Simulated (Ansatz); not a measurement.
**TiAl3: a hydrostatic pressure series**

The task here is to estimate one member of a computed series from the others.

Program: Ansatz 0.2.0. Level of theory: DFT PBE, scalar-relativistic, plane waves, PAW. These are calculated values, not measurements.

1 further run of the same task is left out (set aside as unsound or not needed).

## The structure to begin with

The structure is tetragonal, space group I4/mmm (No. 139). The conventional cell has a = 3.845 Å, b = 3.845 Å, c = 8.623 Å, α = 90.00°, β = 90.00°, γ = 90.00°. Ti (site symmetry 4/mmm) has 12 Al at 2.72 to 2.89 Å in its first shell of neighbours. Al (site symmetry 4/mmm) has 4 Ti at 2.72 Å and 8 Al at 2.89 Å in its first shell of neighbours. Al (site symmetry -4m2) is surrounded by 8 Al at 2.72 to 2.89 Å and 4 Ti at 2.89 Å.

Coordinates:

```cif
data_structure
_symmetry_space_group_name_H-M 'P 1'
_symmetry_Int_Tables_number 1
_cell_length_a 5.0972
_cell_length_b 5.0972
_cell_length_c 5.0972
_cell_angle_alpha 135.679
_cell_angle_beta 135.679
_cell_angle_gamma 64.477
_cell_volume 63.75
loop_
_atom_site_label
_atom_site_type_symbol
_atom_site_fract_x
_atom_site_fract_y
_atom_site_fract_z
_atom_site_occupancy
Ti1 Ti 0.00000 0.00000 0.00000 1
Al1 Al 0.50000 0.50000 0.00000 1
Al2 Al 0.75000 0.25000 0.50000 1
Al3 Al 0.25000 0.75000 0.50000 1
```

It goes back to an entry of the Materials Project, which need not be the stable form.

It is the result of an earlier relaxation at this level (volume 15.94 Å³/atom; gap on the mesh: none (metal)).

Set-up of the first run:

File input.yaml:

```yaml
crystal:
  lattice:
    - [-1.9288880648, 1.9288880648, 4.3253405011]
    - [1.9288880648, -1.9288880648, 4.3253405011]
    - [1.9288880648, 1.9288880648, -4.3253405011]
  atoms:
    - { symbol: Ti, position: [0.0, 0.0, 0.0] }
    - { symbol: Al, position: [0.5, 0.5, 0.0] }
    - { symbol: Al, position: [0.75, 0.25, 0.5] }
    - { symbol: Al, position: [0.25, 0.75, 0.5] }
basis:
  ecutwfc: 420
kpoints:
  mp_grid: { grid: [16, 16, 16] }
hamiltonian:
  xc: pbe
scf:
  occupations: { method: gaussian, width: 0.1 }
output:
  forces: true
  stress: true
  eigenvalues: true
  write_density: true
  write_potential: true
  elf: true
  volumetric_format: npy
relax:
  adjacent_minimum: "off"
  f_tol: 0.008
  max_steps: 50
  cell: { stress_tol: 0.08, p_target: -1.0 }
```

Command:

```bash
ansatz run input.yaml --threads 1 --pin off --max-ram 2560MiB --backend cpu --events-out ev --progress --plain --runs-dir out
```

Among the steps run: Relaxing at -1 GPa; Relaxing at 1 GPa; Target pressure 4 GPa; 12 GPa; 25 GPa; Target pressure 50 GPa; 90 GPa.

One table of the session follows, with a row left open; its other results are not shown here.

Lengths are those of the vectors of the cell that was run:

```
P (GPa)  V (Å³/atom)  a (Å)  b (Å)  c (Å)  ΔH (eV/atom)
     -1        16.09  5.114  5.114  5.114        -0.100
      0        15.94  5.097  5.097  5.097         0.000
      1        15.79  5.081  5.081  5.081         0.099
      4            ?      ?      ?      ?             ?
     12        14.51  4.935  4.935  4.935         1.136
     25        13.46  4.812  4.812  4.812         2.268
     50        12.12  4.644  4.644  4.644         4.256
     90        10.76  4.464  4.464  4.464         7.099
```

**Question.** Estimate the row for P (GPa) = 4.

Worked estimate for «V (Å³/atom)». A straight line through the neighbours (1, 15.79) and (12, 14.51) gives 15.79 + (14.51 − 15.79) × (4 − 1) / (12 − 1) = 15.44; a parabola fitted to 4 rows on both sides gives 15.41.

The run gave: V (Å³/atom): 15.38; a (Å): 5.035; b (Å): 5.035; c (Å): 5.035; ΔH (eV/atom): 0.391. In «V (Å³/atom)» the line misses by +0.06 and the parabola by +0.03.

ΔH is E + PV over the energy at zero pressure; a, b and c are the vectors of the computed cell. 
